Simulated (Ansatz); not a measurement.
## Ge: one input, then a changed one

The structure comes from a relaxation in the same program, started in the sc type, and has space group Pm-3m. Whether it is a known phase or the ground state wasn't checked.

First run: DFT, r2SCAN, PAW with Ansatz's default frozen-core files, scalar-relativistic (Ansatz 0.2.0).

Command: `ansatz run input.yaml --threads 1 --pin off --max-ram 2048MiB --backend cpu --events-out ev --progress --plain --runs-dir out` The run took about 4 s on 1 thread of a shared machine.

```yaml
crystal:
  lattice:
    - [2.712074032, 0.0, 0.0]
    - [0.0, 2.712074032, 0.0]
    - [0.0, 0.0, 2.712074032]
  atoms:
    - { symbol: Ge, position: [0.0, 0.0, 0.0] }
kpoints:
  mp_grid: { grid: [13, 13, 13] }
  band_path:
    path:
      - [0.0, 0.0, 0.0]
      - [0.0, 0.5, 0.0]
      - [0.5, 0.5, 0.0]
      - [0.0, 0.0, 0.0]
      - [0.5, 0.5, 0.5]
      - [0.0, 0.5, 0.0]
      - [0.5, 0.5, 0.5]
      - [0.5, 0.5, 0.0]
    npoints: 5
scf:
  occupations: { method: fermi_dirac, width: 0.05 }
hamiltonian:
  xc: r2scan
  pseudopotentials: { kind: paw }
output:
  forces: true
  stress: true
  eigenvalues: true
  efg: { contact_densities: true }
```

Result: converged; pressure -2.49 GPa; no gap on the k mesh; 6 SCF iterations.

The input is then changed:

```diff
@@ -6,4 +6,5 @@
   atoms:
     - { symbol: Ge, position: [0.0, 0.0, 0.0] }
+  symmetry: { detect: false }
 kpoints:
   mp_grid: { grid: [13, 13, 13] }
@@ -29,3 +30,7 @@
   eigenvalues: true
   efg: { contact_densities: true }
+  write_density: true
+  write_potential: true
+  elf: true
+  volumetric_format: npy
```

(1) Predict the outcome of the changed run.

Results:

(1) It converged; pressure -2.49 GPa; no gap on the k mesh; 6 SCF iterations.
